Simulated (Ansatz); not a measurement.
Structure: Cu2O (started from an entry of an open crystallographic database), at its r2SCAN minimum. It is cubic, Pn-3m (No. 224); a = 4.246 Å in the conventional setting, 12.76 Å³ an atom. Cu has 2 O at 1.84 Å; O has 4 Cu at 1.84 Å.

```xyz
6
Lattice="4.2461 0.0000 0.0000 0.0000 4.2461 0.0000 0.0000 0.0000 4.2461" Properties=species:S:1:pos:R:3 pbc="T T T"
Cu    1.0615    1.0615    1.0615
Cu    1.0615    3.1846    3.1846
Cu    3.1846    3.1846    1.0615
Cu    3.1846    1.0615    3.1846
O     0.0000    0.0000    0.0000
O     2.1230    2.1230    2.1230
```

The questions ask for values computed with Ansatz on this geometry. The values are computed, spin-unpolarised.

**Question.** Is there a gap with PBE, and of what kind?

**Answer.** With PBE the gap is 0.56 eV and direct, at Γ.

**Question.** Estimate the gap with LDA on 6×6×6.

**Answer.** The LDA gap is direct at Γ: 0.56 eV. The gap differs by 0.00 eV from PBE's.

**Question.** How does the gap change from PBE to r2SCAN (6×6×6)?

**Answer.** The r2SCAN gap is direct at Γ: 0.79 eV. The gap differs by +0.23 eV from PBE's.

**Question.** Estimate the gap with PBE0 on 4×4×4.

**Answer.** The PBE0 gap is direct at Γ: 2.79 eV. The gap differs by +2.23 eV from PBE's.

**Question.** How strongly does the crystal screen a field with clamped ions (r2SCAN)?

**Answer.** The clamped-ion dielectric constant comes out as 8.31 in all directions. Born charges, averaged over directions: Cu +0.83, O -1.67 e.

**Question.** What fraction of exact exchange does the dielectric-dependent hybrid take (1/ε∞ of PBE, averaged over directions)?

**Answer.** 0.108.

**Question.** Relaxed again with PBEsol, is the cell stable at the zone centre, and where do its optical modes lie?

**Answer.** The zone-centre optical frequencies run from 68 to 651 cm⁻¹, none imaginary (the rest of the zone wasn't tested). With the long-range field the highest mode reaches 671 cm⁻¹. By the program's warning the force constants, and with them frequencies and ε⁰, aren't converged on this mesh.

**Question.** How do these values compare with experiment?

**Answer.**
Comparison with experiment:
- Gap, measured 2.17 eV (direct), the middle of 3 reports from 2 to 2.17 eV: PBE 0.56 (-1.61), LDA 0.56 (-1.61), r2SCAN 0.79 (-1.38), PBE0 2.79 (+0.62), DDH-PBE0 1.49 (-0.68) eV. Source: 2.17 eV (direct band gap, experimental column; quoted in “Importance of surface oxygen vacancies for ultrafast hot carrier relaxation and transport in Cu2O”, 2021, arxiv:2103.03167).
- An end of the range of reports. Source: about 2 eV (q=0 direct gap edge at Gamma from RIXS energy loss (approximate), Ei = 8982.5 eV; 300 K; Cu K-edge RIXS; RIXS energy-loss edge at q near 0 (2,0.05,1), identified as the gap by its coincidence with the optical gap; limited energy resolution; “Resonant inelastic x-ray scattering study of the electronic structure of Cu2O”, 2009, arxiv:0904.3937).
Measured gaps include zero-point and thermal shifts, optical ones also the exciton binding, and spin-orbit coupling, which these levels lack. Reports marked as nanostructured, strained, doped, implanted or mixed samples, and transport gaps, were set aside.

The meshes of the hybrids are coarse, so their gaps aren't converged to the digits shown.
